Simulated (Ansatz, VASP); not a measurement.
# One calculation of CoH4, two programs

```xyz
5
Lattice="2.8770 0.0000 0.0000 -1.4385 2.4916 0.0000 0.0000 0.0000 3.6147" Properties=species:S:1:pos:R:3 pbc="T T T"
Co    0.0000    0.0000    1.8074
H     1.4385    0.0000    0.0000
H    -0.7193    1.2458    0.0000
H     0.7193    1.2458    0.0000
H     0.0000    0.0000    0.0000
```

Alike in both runs: task single point; functional PBE; k mesh 6 × 6 × 6; occupations gaussian, width 0.1 eV; collinear spin.

|  | VASP | Ansatz |
| --- | --- | --- |
| version | VASP 6.6.1 | Ansatz 0.2.0 |
| potentials or method | VASP PAW PBE potentials, release 64 (Co, H) | scalar-relativistic, plane waves, PAW |
| plane-wave cutoff (eV) | 520 | 420 |
| valence electrons in the cell | 13 | 21 |

VASP gave:

| Quantity | Value |
| --- | --- |
| gap on the k mesh at the Fermi level (eV) | none |
| pressure (GPa) | -9.9 |
| largest component of the traceless stress (GPa) | 6.49 |
| net moment per atom (μB) | 0.28 |
| size of the moment on the site where the two differ most (μB) | 1.45 |

Question: What did Ansatz give for the same quantities?

Answer: gap on the k mesh at the Fermi level (eV): none; pressure (GPa): -9.5; largest component of the traceless stress (GPa): 6.55; net moment per atom (μB): 0.29; size of the moment on the site where the two differ most (μB): 1.36.

Site moments also hang on the region over which each program counts them. A gap of «none» marks a metal or a gap that the smearing closes. The two sets of potentials don't hold the same shells in valence.

Caveats: the k mesh is coarse (spacing up to 0.42 Å⁻¹), so the values aren't converged.
